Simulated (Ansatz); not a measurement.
# Sr: response to strain

Aim: deform Sr (z strained by +1 % at fixed volume) and compute stress, forces and field gradients with LAPW, PAW and all-electron datasets made for the crystal.

Computed with Ansatz 0.2.0 (DFT PBE, scalar-relativistic, unless a step's input says otherwise).

### 1 The structure to begin with

The structure is hexagonal, space group P6_3/mmc (No. 194). The conventional cell has a = 4.310 Å, b = 4.310 Å, c = 7.050 Å, α = 90.00°, β = 90.00°, γ = 120.00°. Sr (site symmetry -6m2) is surrounded by 12 Sr at 4.31 Å.

As a file:

```
CELL_PARAMETERS angstrom
4.31000 0.00000 0.00000
-2.15500 3.73257 0.00000
0.00000 0.00000 7.05000
ATOMIC_POSITIONS crystal
Sr 0.33333 0.66667 0.25000
Sr 0.66667 0.33333 0.75000
```

Atoms are numbered in the order of the input: Sr1, Sr2.

### 2 The deformed structure

Space group P6_3/mmc before, P6_3/mmc after.

### 3 LAPW, all electrons

Contents of input.yaml:

```yaml
crystal:
  lattice:
    - [4.2886105094, 0.0, 0.0]
    - [-2.1443052547, 3.714045648, 0.0]
    - [0.0, 0.0, 7.1205]
  atoms:
    - { symbol: Sr, position: [0.3333333333, 0.6666666667, 0.25] }
    - { symbol: Sr, position: [0.6666666667, 0.3333333333, 0.75] }
kpoints:
  mp_grid: { grid: [9, 9, 5] }
scf:
  occupations: { method: fermi_dirac, width: 0.03 }
hamiltonian:
  xc: pbe
  pseudopotentials: { kind: all_electron, lapw: { basis_error: 0.00025 } }
output:
  forces: true
  stress: true
  eigenvalues: true
```

### 4 PAW with frozen cores

Changes to input.yaml since step 3:

```diff
@@ -14,3 +14,3 @@
   xc: pbe
-  pseudopotentials: { kind: all_electron, lapw: { basis_error: 0.00025 } }
+  pseudopotentials: { kind: paw }
 output:
@@ -19 +19,2 @@
   eigenvalues: true
+  efg: { contact_densities: true }
```

### 5 Datasets made for this crystal

Changes to input.yaml since step 4:

```diff
@@ -14,3 +14,3 @@
   xc: pbe
-  pseudopotentials: { kind: paw }
+  pseudopotentials: { kind: all_electron, datasets: crystal }
 output:
```

(Steps that only read results are left out.)

Q: Predict the outcome of this session. Wanted: pressure; largest shear or deviatoric stress.

As calculated:

```
                                 quantity                                              value
                                 pressure  LAPW -0.24, PAW -0.24, crystal datasets -0.24 GPa
largest shear or deviatoric stress (LAPW)                                           0.12 GPa
```

The largest part of the stress beyond the pressure is 0.12 GPa in size, in the zz component; the atoms are carried along and not relaxed. No run of the undeformed cell stands beside it, so the pressure holds what the given cell had before the change. PAW: stress within 0.01 GPa of LAPW. Crystal datasets: stress within 0.01 GPa of LAPW.
